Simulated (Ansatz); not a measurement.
The system is Os.

```
Os
1.0
     2.73410    0.00000    0.00000
    -1.36705    2.36780    0.00000
     0.00000    0.00000    4.31970
Os
2
Cartesian
  1.3671 0.7893 3.2398
  0.0000 1.5785 1.0799
```

- Program: Ansatz 0.2.0
- Task: single point
- Functional: PBE
- Potentials or basis: all-electron LAPW, scalar-relativistic
- Cutoff: 295 eV (chosen from the basis error)
- Basis error allowed: 0.001 eV/atom
- k mesh: 11 × 11 × 6
- Occupations: fermi-dirac, width 0.05 eV
- Spin: no spin polarisation

On this cell: pressure 8.8 GPa; largest force under 0.003 eV/Å; band gap on the k mesh none (metal or under the smearing width).

The same run follows on a disturbed copy (atoms moved at random, drawn with an rms of 0.05 Å):

```
CELL_PARAMETERS angstrom
2.73410 0.00000 0.00000
-1.36705 2.36780 0.00000
0.00000 0.00000 4.31970
ATOMIC_POSITIONS crystal
Os 0.65888 0.31974 0.75917
Os 0.32855 0.66495 0.24603
```

What does the disturbed cell give?

The energy (extrapolated to zero smearing) moves by +16.5 meV/atom; pressure 9.6 GPa; largest force 1.055 eV/Å; band gap on the k mesh none (metal or under the smearing width).

Forces in eV/Å, atoms in the order of the input:
```
Os  -0.068  0.235 -1.026
Os   0.068 -0.235  1.026
```

Stress tensor (GPa, compression positive):
```
 8.32  0.19  0.08
 0.19  9.69 -0.28
 0.08 -0.28 10.91
```

The runs don't all hold the same shells in valence.
